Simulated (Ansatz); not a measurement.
# NiO: relaxation of cell and atoms with PBE

NiO:

```
Ni O
1.0
     0.00000    2.08590    2.08590
     2.08590    0.00000    2.08590
     2.08590    2.08590    0.00000
Ni O
1 1
Direct
  0.00000 0.00000 0.00000
  0.50000 0.50000 0.50000
```

```json
{
  "Program": "Ansatz 0.2.0",
  "Task": "relaxation of cell and atoms",
  "Functional": "PBE",
  "Potentials or basis": "Ansatz PAW",
  "Cutoff": "420 eV (not typed: the program's choice for these potentials)",
  "k mesh": "11 × 11 × 11",
  "Occupations": "fermi-dirac, width 0.05 eV",
  "Spin": "collinear spin, ferromagnetic start",
  "Starting moments": "[1.0, 0.0] μB",
  "Target pressure": "10 GPa",
  "Target pressure (GPa)": "10"
}
```

```json
{
 "Relaxed volume": "8.87 Å³/atom",
 "Relaxed cell": "a = 2.927 Å, b = 2.927 Å, c = 2.927 Å, α = 60.00°, β = 60.00°, γ = 60.00°",
 "Space group after relaxing (to 0.05 Å)": "Fm-3m (No. 225)",
 "Energy change on relaxing (the enthalpy is what falls)": "+10.3 meV/atom",
 "Ionic steps": "6",
 "Pressure after relaxing": "10.0 GPa",
 "Band gap on the k mesh": "none (metal or under the smearing width)",
 "Net moment": "1.63 μB per cell",
 "Absolute moment": "1.64 μB per cell",
 "Site moments": "Ni +1.33; O +0.25 μB"
}
```

Step by step:
```csv
step,energy change (eV),largest force (eV/Å),volume (Å³)
1,0.0000,0.0000,18.15
2,0.0069,0.0000,17.97
3,0.0182,0.0000,17.74
4,0.0200,0.0000,17.74
5,0.0205,0.0000,17.73
6,0.0205,0.0000,17.73
```

Final structure:
```
CELL_PARAMETERS angstrom
0.00000 2.06975 2.06975
2.06975 0.00000 2.06975
2.06975 2.06975 0.00000
ATOMIC_POSITIONS crystal
Ni 0.00000 0.00000 0.00000
O 0.50000 0.50000 0.50000
```

Levels at points of the mesh, in eV from the Fermi level:
Spin up:
| k point | band 10 | band 11 | band 12 | band 13 | band 14 | band 15 | band 16 | band 17 |
| --- | --- | --- | --- | --- | --- | --- | --- | --- |
| (0.00, 0.00, 0.00) | -3.10 | -2.69 | -2.69 | -2.69 | 1.58 | 17.78 | 18.98 | 18.98 |
Spin down:
```tsv
k point	band 8	band 9	band 10	band 11	band 12	band 13	band 14	band 15
(0.00, 0.00, 0.00)	-2.76	-1.92	-1.92	-1.92	-0.71	-0.71	1.91	17.72
```

Run time: 8.3 s on 2 threads of Arm Neoverse V2 (shared host), peak memory 0.3 GiB.

Caveat: the plane-wave basis is chosen anew once the cell has moved, so the energies of steps on either side of that aren't comparable; the pressure holds a Pulay correction of +0.8 GPa for the finite cutoff; a cell with one magnetic atom can't hold antiferromagnetic order, which such compounds often take; semilocal functionals often make such compounds metallic where correlation or magnetic order opens a gap, which also shifts bond lengths. With open d or f shells a metallic result of PBE can be an artefact of self-interaction; +U or a hybrid may open a gap.
